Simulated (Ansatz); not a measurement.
# How far is PAW off for Ce?

```
Ce
1.0
     3.16351    0.00000    0.00000
    -1.58175    2.73968    0.00000
     0.00000    0.00000    5.86615
Ce
2
Direct
  0.33333 0.66667 0.25000
  0.66667 0.33333 0.75000
```

Atoms are numbered in the order listed.

The conventional cell has a = 3.164 Å, b = 3.164 Å, c = 5.866 Å, α = 90.00°, β = 90.00°, γ = 120.00°. Ce (atom 1) is surrounded by 12 Ce at 3.16 to 3.46 Å.

The cell is the one relaxed in the Materials Project (mp-20736), not relaxed further here; entries there can be hypothetical.

Semilocal functionals without a Hubbard term describe localised f shells poorly; where the shell is localised, the real material differs.

Spin–orbit coupling is left out, though it moves levels of the heavy atoms by tenths of an eV or more.

Methods: DFT, LDA, PAW with Ansatz's default frozen-core files, scalar-relativistic (Ansatz 0.2.0); DFT, LDA, all-electron LAPW, scalar-relativistic (Ansatz 0.2.0).

For PAW: a Γ-centred 15×15×7 k mesh, Fermi–Dirac smearing of 0.05 eV, cutoff 420 eV, no spin polarisation; the PAW files were made with PBE, and the program remakes their frozen cores for this functional. LAPW targets a basis error of 0.25 meV/atom. The Ansatz runs share mesh, smearing and spin set-up. Plane-wave (PAW) pressures include the program's estimate of the Pulay term.

Stress and pressure are positive in compression.

Levels count from the Fermi level.

PAW results:

```tsv
quantity	PAW
pressure (GPa)	-4.64
stress xx (GPa)	-4.45
stress zz (GPa)	-5.01
highest filled level at A (eV)	-0.137
lowest empty level at A (eV)	0.357
highest filled level at Γ (eV)	-0.220
lowest empty level at Γ (eV)	0.068
```

Question: What does LAPW (all electrons) give for the same quantities?

Answer: 
```
                      quantity    LAPW
                pressure (GPa)   -4.66
               stress xx (GPa)   -4.49
               stress zz (GPa)   -4.99
highest filled level at A (eV)  -0.142
  lowest empty level at A (eV)   0.358
highest filled level at Γ (eV)  -0.224
  lowest empty level at Γ (eV)   0.062
```
